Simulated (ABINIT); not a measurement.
# Si2Mo (I4/mmm) in ABINIT: further runs

The runs below take Si2Mo through single point, with PBEsol, AM05, LDA.

Program: ABINIT 10.8.3 (patched build). These are calculated values, not measurements. Logs are shortened: lines on timing, memory, paths and dates and some standing lists are left out, and cuts for length are marked. The log counts tension as positive stress, the text compression.

**1. The structure**

Symmetry: I4/mmm, No. 139, tetragonal system. Conventional cell: a = 3.200 Å, b = 3.200 Å, c = 7.861 Å, α = 90.00°, β = 90.00°, γ = 90.00°. Around Mo (site symmetry 4/mmm) lie 10 Si at 2.62 Å. Around Si (site symmetry 4mm) lie 5 Si at 2.61 to 2.63 Å and 5 Mo at 2.62 Å.

**2. Single point, PBEsol**

run.abi

```
# Pseudopotentials
pp_dirpath "./"
pseudos "Mo.upf, Si.upf"

# Structure
acell 4.5352872291 4.5352872291 4.5352872291 Angstrom
rprim
    -0.3527891221     0.3527891221     0.8666485278
     0.3527891221    -0.3527891221     0.8666485278
     0.3527891221     0.3527891221    -0.8666485278
ntypat 2
znucl 42 14
natom 3
typat 1 2 2
xcart
     0.0000000000     0.0000000000     0.0000000000
     0.0000000000     0.0000000000     5.2432870000
     0.0000000000     0.0000000000     2.6177130000 Angstrom

# Plane-wave basis
ecut 36.0

# k points
kptopt 1
ngkpt 9 9 9
nshiftk 1
shiftk 0.0 0.0 0.0

# Exchange and correlation
ixc -116133

# Bands and occupations
nband 15
occopt 3
tsmear 0.05 eV

# SCF cycle
nstep 100
tolvrs 1.0e-10

# Output
iomode 3
prtwf 0
prtden 0
prteig 0
prtebands 0
enunit 2
```

Potentials or basis: PseudoDojo NC SR PBEsol v0.4 stringent.

The run is started by

```console
$ abinit run.abi > log 2>&1
```

run.abo:

```text
.Version 10.8.3 of ABINIT
 Symmetries : space group I4/m m m (#139); Bravais tI (body-center tetrag.)
================================================================================
 Values of the parameters that define the memory need of the present run
     intxc =       0    ionmov =       0      iscf =       7    lmnmax =       6
     lnmax =       6     mgfft =      48  mpssoang =       3    mqgrid =    3001
     natom =       3  nloc_mem =       1    nspden =       1   nspinor =       1
    nsppol =       1      nsym =      16    n1xccc =    2501    ntypat =       2
    occopt =       3   xclevel =       2
       mpw =        2819          nfft =      110592          nkpt =          75
================================================================================
================================================================================

--------------------------------------------------------------------------------
------------- Echo of variables that govern the present computation ------------
--------------------------------------------------------------------------------
 -outvars: echo values of preprocessed input variables --------
            acell      8.5704507653E+00  8.5704507653E+00  8.5704507653E+00 Bohr
              amu      9.59400000E+01  2.80855000E+01
             ecut      3.60000000E+01 Hartree
           enunit           2
                       outvar_i_n : Printing only first  50 k-points.
              ixc     -116133
                       outvar_i_n : Printing only first  50 k-points.
         kptrlatt        9    0    0      0    9    0      0    0    9
          kptrlen      5.44241124E+01
            natom           3
            nband          15
            ngfft          48      48      48
             nkpt          75
            nstep         100
             nsym          16
           ntypat           2
                       prtocc : prtvol=0, do not print more k-points.
           occopt           3
           prtden           0
        prtebands           0
           prteig           0
            prtwf           0
            rprim     -3.5278912210E-01  3.5278912210E-01  8.6664852780E-01
                       3.5278912210E-01 -3.5278912210E-01  8.6664852780E-01
                       3.5278912210E-01  3.5278912210E-01 -8.6664852780E-01
          spgroup         139
           tolvrs      1.00000000E-10
           tsmear      1.83746611E-03 Hartree
            typat      1  2  2
                       outvars : Printing only first  50 k-points.
           xangst      0.0000000000E+00  0.0000000000E+00  0.0000000000E+00
                       6.2299448461E-17 -6.2299448461E-17  5.2432870002E+00
                      -2.1647091682E-18  2.1647091682E-18  2.6177130002E+00
            xcart      0.0000000000E+00  0.0000000000E+00  0.0000000000E+00
                       1.1772889539E-16 -1.1772889539E-16  9.9083764300E+00
                      -4.0907074702E-18  4.0907074702E-18  4.9467606467E+00
             xred      0.0000000000E+00  0.0000000000E+00  0.0000000000E+00
                       6.6699999999E-01  6.6699999999E-01  0.0000000000E+00
                       3.3300000001E-01  3.3300000001E-01  0.0000000000E+00
            znucl       42.00000   14.00000

================================================================================

 chkinp: Checking input parameters for consistency.

================================================================================
== DATASET  1 ==================================================================

--- !DatasetInfo
iteration_state: {dtset: 1, }
dimensions: {natom: 3, nkpt: 75, mband: 15, nsppol: 1, nspinor: 1, nspden: 1, mpw: 2819, }
cutoff_energies: {ecut:  36.0, pawecutdg:  -1.0, }
electrons: {nelect:   2.20000000E+01, charge:   0.00000000E+00, occopt:   3.00000000E+00, tsmear:   1.83746611E-03, }
meta: {optdriver: 0, ionmov: 0, optcell: 0, iscf: 7, paral_kgb: 0, }
...

 Real(R)+Recip(G) space primitive vectors, cartesian coordinates (Bohr,Bohr^-1):
 R(1)= -3.0235618  3.0235618  7.4275685  G(1)=  0.0000000  0.1653679  0.0673168
 R(2)=  3.0235618 -3.0235618  7.4275685  G(2)=  0.1653679  0.0000000  0.0673168
 R(3)=  3.0235618  3.0235618 -7.4275685  G(3)=  0.1653679  0.1653679  0.0000000
 Unit cell volume ucvol=  2.7160913E+02 bohr^3
 Angles (23,13,12)=  1.38683989E+02  1.38683989E+02  5.98570360E+01 degrees

 getcut: wavevector=  0.0000  0.0000  0.0000  ngfft=  48  48  48
         ecut(hartree)=     36.000   => boxcut(ratio)=   2.07359

--- Pseudopotential description ------------------------------------------------
- pspini: atom type   1  psp file is ./Mo.upf
12 -116133 2 -1 1640                          pspcod,pspxc,lmax,lloc,mmax
     nproj     2     2     2

- pspini: atom type   2  psp file is ./Si.upf
12 -116133 2 -1 1510                          pspcod,pspxc,lmax,lloc,mmax
     nproj     2     2     2

   6.96943745E+02                                ecore*ucvol(ha*bohr**3)
--------------------------------------------------------------------------------

================================================================================

--- !BeginCycle
iteration_state: {dtset: 1, }
solver: {iscf: 7, nstep: 100, nline: 4, wfoptalg: 0, }
tolerances: {tolvrs: 1.00E-10, }
...

     iter   Etot(hartree)      deltaE(h)  residm     vres2
 ETOT  1  -78.648141210302    -7.865E+01 1.158E-01 1.148E+03
 ETOT  2  -78.445201130818     2.029E-01 4.790E-02 4.025E+03
 ETOT  3  -78.804189937644    -3.590E-01 2.471E-02 1.166E+01
 ETOT  4  -78.805444361583    -1.254E-03 3.860E-03 8.552E-01
 ETOT  5  -78.805515185028    -7.082E-05 1.362E-03 6.472E-02
 ETOT  6  -78.805521218423    -6.033E-06 1.217E-03 4.268E-05
 ETOT  7  -78.805521225437    -7.015E-09 5.075E-04 4.144E-07
 ETOT  8  -78.805521225498    -6.014E-11 1.069E-03 5.368E-07
 ETOT  9  -78.805521225550    -5.231E-11 4.380E-04 1.951E-09
 ETOT 10  -78.805521225549     3.837E-13 1.118E-03 5.564E-11

 At SCF step   10       vres2   =  5.56E-11 < tolvrs=  1.00E-10 =>converged.

 Cartesian components of stress tensor (hartree/bohr^3)
  sigma(1 1)=  8.03040602E-05  sigma(3 2)=  0.00000000E+00
  sigma(2 2)=  8.03040602E-05  sigma(3 1)=  0.00000000E+00
  sigma(3 3)=  1.34004404E-04  sigma(2 1)=  0.00000000E+00

--- !ResultsGS
iteration_state: {dtset: 1, }
comment   : Summary of ground state results
lattice_vectors:
- [ -3.0235618,   3.0235618,   7.4275685, ]
- [  3.0235618,  -3.0235618,   7.4275685, ]
- [  3.0235618,   3.0235618,  -7.4275685, ]
lattice_lengths: [   8.57045,    8.57045,    8.57045, ]
lattice_angles: [138.684, 138.684,  59.857, ] # degrees, (23, 13, 12)
lattice_volume:   2.7160913E+02
convergence: {deltae:  3.837E-13, res2:  5.564E-11, residm:  1.118E-03, diffor: null, }
etotal    :  -7.88055212E+01
entropy   :   0.00000000E+00
fermie    :   4.68969650E-01
cartesian_stress_tensor: # hartree/bohr^3
- [  8.03040602E-05,   0.00000000E+00,   0.00000000E+00, ]
- [  0.00000000E+00,   8.03040602E-05,   0.00000000E+00, ]
- [  0.00000000E+00,   0.00000000E+00,   1.34004404E-04, ]
pressure_GPa:  -2.8893E+00
xred      :
- [  0.0000E+00,   0.0000E+00,   0.0000E+00, Mo]
- [  6.6700E-01,   6.6700E-01,   0.0000E+00, Si]
- [  3.3300E-01,   3.3300E-01,   0.0000E+00, Si]
cartesian_forces: # hartree/bohr
- [  9.60731213E-19,   9.60731213E-19,   2.89120579E-19, ]
- [ -2.96920456E-18,  -1.23448109E-18,  -6.80849707E-03, ]
- [  2.00847335E-18,   2.73749875E-19,   6.80849707E-03, ]
force_length_stats: {min:   1.38910030E-18, max:   6.80849707E-03, mean:   4.53899805E-03, }
...

 Integrated electronic density in atomic spheres:
 ------------------------------------------------
 Atom  Sphere_radius  Integrated_density
    1        2.00000         10.60312743
    2        2.00000          1.77237800
    3        2.00000          1.77237800
================================================================================

 ----iterations are completed or convergence reached----

 Mean square residual over all n,k,spin=   43.655E-07; max=  11.182E-04
 reduced coordinates (array xred) for    3 atoms
       0.000000000000      0.000000000000      0.000000000000
       0.666999999989      0.666999999989      0.000000000000
       0.333000000011      0.333000000011      0.000000000000
 rms dE/dt=  4.1291E-02; max dE/dt=  5.0571E-02; dE/dt below (all hartree)
    1       0.000000000000      0.000000000000      0.000000000000
    2       0.050570578646      0.050570578646     -0.050570578646
    3      -0.050570578646     -0.050570578646      0.050570578646

 cartesian coordinates (angstrom) at end:
    1      0.00000000000000     0.00000000000000     0.00000000000000
    2      0.00000000000000    -0.00000000000000     5.24328700024965
    3     -0.00000000000000     0.00000000000000     2.61771300024966

 cartesian forces (hartree/bohr) at end:
    1      0.00000000000000     0.00000000000000     0.00000000000000
    2     -0.00000000000000    -0.00000000000000    -0.00680849707202
    3      0.00000000000000     0.00000000000000     0.00680849707202
 frms,max,avg= 3.2095563E-03 6.8084971E-03   0.000E+00  0.000E+00  0.000E+00 h/b

 cartesian forces (eV/Angstrom) at end:
    1      0.00000000000000     0.00000000000000     0.00000000000000
    2     -0.00000000000000    -0.00000000000000    -0.35010699608701
    3      0.00000000000000     0.00000000000000     0.35010699608701
 frms,max,avg= 1.6504202E-01 3.5010700E-01   0.000E+00  0.000E+00  0.000E+00 e/A
 length scales=  8.570450765326  8.570450765326  8.570450765326 bohr
              =  4.535287229100  4.535287229100  4.535287229100 angstroms
 Fermi (or HOMO) energy (hartree) =   0.46897   Average Vxc (hartree)=  -0.45757
 Eigenvalues (hartree) for nkpt=  75  k points:
 kpt#   1, nband= 15, wtk=  0.00137, kpt=  0.0000  0.0000  0.0000 (reduced coord)
  -1.75775   -0.80937   -0.80541   -0.80541   -0.02332    0.23780    0.34411    0.35910
   0.37358    0.37358    0.48687    0.58434    0.58516    0.60525    0.61163
      occupation numbers for kpt#   1
   2.00000    2.00000    2.00000    2.00000    2.00000    2.00000    2.00000    2.00000
   2.00000    2.00000    0.00012    0.00000    0.00000    0.00000    0.00000
 prteigrs : prtvol=0 or 1, do not print more k-points.

 Fermi (or HOMO) energy (eV) =  12.76131   Average Vxc (eV)= -12.45098
 Eigenvalues (   eV  ) for nkpt=  75  k points:
 kpt#   1, nband= 15, wtk=  0.00137, kpt=  0.0000  0.0000  0.0000 (reduced coord)
 -47.83092  -22.02404  -21.91643  -21.91643   -0.63467    6.47085    9.36382    9.77164
  10.16567   10.16567   13.24845   15.90084   15.92298   16.46975   16.64319
 prteigrs : prtvol=0 or 1, do not print more k-points.

--- !EnergyTerms
iteration_state     : {dtset: 1, }
comment             : Components of total free energy in Hartree
kinetic             :  2.56687278951535E+01
hartree             :  1.50028549787523E+01
xc                  : -1.35160237384328E+01
Ewald energy        : -6.27502804134826E+01
psp_core            :  2.56598058080865E+00
local_psp           : -5.54925612807285E+01
non_local_psp       :  9.71589227550582E+00
internal            : -7.88054097024236E+01
'-kT*entropy'       : -1.11523125777391E-04
total_energy        : -7.88055212255494E+01
total_energy_eV     : -2.14440747638428E+03
band_energy         : -4.25307021232797E+00
...

 Cartesian components of stress tensor (hartree/bohr^3)
  sigma(1 1)=  8.03040602E-05  sigma(3 2)=  0.00000000E+00
  sigma(2 2)=  8.03040602E-05  sigma(3 1)=  0.00000000E+00
  sigma(3 3)=  1.34004404E-04  sigma(2 1)=  0.00000000E+00

-Cartesian components of stress tensor (GPa)         [Pressure= -2.8893E+00 GPa]
- sigma(1 1)=  2.36262702E+00  sigma(3 2)=  0.00000000E+00
- sigma(2 2)=  2.36262702E+00  sigma(3 1)=  0.00000000E+00
- sigma(3 3)=  3.94254569E+00  sigma(2 1)=  0.00000000E+00

== END DATASET(S) ==============================================================
================================================================================

 -outvars: echo values of variables after computation  --------
            acell      8.5704507653E+00  8.5704507653E+00  8.5704507653E+00 Bohr
           etotal     -7.8805521226E+01
            fcart      9.6073121285E-19  9.6073121285E-19  2.8912057933E-19
                      -2.9692045637E-18 -1.2344810877E-18 -6.8084970720E-03
                       2.0084733509E-18  2.7374987489E-19  6.8084970720E-03
            rprim     -3.5278912210E-01  3.5278912210E-01  8.6664852780E-01
                       3.5278912210E-01 -3.5278912210E-01  8.6664852780E-01
                       3.5278912210E-01  3.5278912210E-01 -8.6664852780E-01
           strten      8.0304060218E-05  8.0304060218E-05  1.3400440441E-04
                       0.0000000000E+00  0.0000000000E+00  0.0000000000E+00
           xangst      0.0000000000E+00  0.0000000000E+00  0.0000000000E+00
                       6.2299448461E-17 -6.2299448461E-17  5.2432870002E+00
                      -2.1647091682E-18  2.1647091682E-18  2.6177130002E+00
             xred      0.0000000000E+00  0.0000000000E+00  0.0000000000E+00
                       6.6699999999E-01  6.6699999999E-01  0.0000000000E+00
                       3.3300000001E-01  3.3300000001E-01  0.0000000000E+00
 Calculation completed.
```

It took 3 min on 1 thread of Intel Xeon Platinum 8259CL at 2.50GHz (Skylake/Cascade Lake), shared host; peak memory 0.13 GiB.

What came out:

- Free energy: -2144.4075 eV
- Pressure: -2.9 GPa
- Largest force: 0.350 eV/Å
- Band gap on the k mesh: none (metal or under the smearing width)
- Valence electrons inside the program's atomic spheres: Mo 10.60; Si 1.77

Forces in eV/Å, atoms in the order of the input:
```
Mo   0.000  0.000  0.000
Si   0.000  0.000 -0.350
Si   0.000  0.000  0.350
```

(Part 1 of 2 ends here.)
